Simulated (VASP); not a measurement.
Set up this calculation in VASP 6.6.1, as the native input.

```
Task                   : single point
Functional             : PBEsol
Potentials or basis    : VASP PAW PBE potentials, release 64 (Pt, Te)
Cutoff                 : 500 eV
k mesh                 : 8 × 8 × 8
Occupations            : gaussian, width 0.05 eV
Spin                   : no spin polarisation
Further INCAR settings : ALGO = Normal; EDIFF = 1e-06
```

The structure of TePt lies in POSCAR:

```
TePt
1.0
    1.9815661262      1.1440577364      6.6610334788
   -1.9815661262      1.1440577364      6.6610334788
    0.0000000000     -2.2881154728      6.6610334788
Pt Te
2 2
Direct
    0.1296666667      0.1296666667      0.1296666667
    0.8703333333      0.8703333333      0.8703333333
    0.4020000000      0.4020000000      0.4020000000
    0.5980000000      0.5980000000      0.5980000000
```

These files were run (other wordings do the same):

INCAR

```
PREC     = Accurate       # precision mode
ENCUT    = 500            # plane-wave cutoff, eV
EDIFF    = 1E-6           # SCF threshold, eV
ISMEAR   = 0              # smearing method
SIGMA    = 0.05           # smearing width, eV
LREAL    = F              # projectors in reciprocal space
LASPH    = T              # aspherical terms in the spheres
NELM     = 80             # most SCF steps
ALGO     = Normal         # electronic algorithm
ISIF     = 2              # what is computed and relaxed
LWAVE    = F              # write WAVECAR
LCHARG   = F              # write CHGCAR
GGA      = PS             # functional
```

KPOINTS

```
Automatic mesh
0
Gamma
  8 8 8
```

Potentials or basis: VASP PAW PBE potentials, release 64 (Pt, Te).

Command:

```sh
$ cat potpaw_PBE.64/Pt/POTCAR potpaw_PBE.64/Te/POTCAR > POTCAR
$ mpirun -np 1 vasp_std > vasp.out
```

Results of the run:

- Pressure: -0.5 GPa
- Largest force: 0.191 eV/Å
- Band gap on the k mesh: none (metal or under the smearing width)

Caveat: the PAW data sets were made with another functional, which shifts forces and pressure a little.

Run time: 4.4 min on 1 thread of AMD EPYC 7R13 Processor (Zen 3) (shared host), peak memory 0.39 GiB.
